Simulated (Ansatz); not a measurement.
A crystal relaxed with r2SCAN in Ansatz has space group F-43m (No. 216) and a = 5.063 Å.

```
atom  site       x       y       z
  Xx    4a  0.0000  0.0000  0.0000
   F    4d  0.2500  0.2500  0.7500
```

r2SCAN gives an indirect gap of 6.257 eV, from K–Γ (0.81 of the way from K) to Γ; the least direct gap is 6.257 eV at Γ. Least and direct gap differ so little that the kind isn't settled. HSE06 gives a direct gap of 7.66 eV at Γ. Meshes: r2SCAN 8×8×8, HSE06 6×6×6. r2SCAN's ε∞ is 1.7 in all directions.

Task: Which element is Xx?
A. K
B. H
C. Na
D. Li

Result: C. Xx is Na: NaF (zincblende). Around Na lie 4 F at 2.19 Å; around F lie 4 Na at 2.19 Å.

All values are calculated for a non-magnetic cell, which may be hypothetical.

Where an edge lies off the special points, it is a point of the mesh or the k point where a search put PBE's edge or least direct gap, reused for the other functionals, whose own edges may lie a little apart.

The meshes of the hybrids are coarse, so their gaps aren't converged to the digits shown.
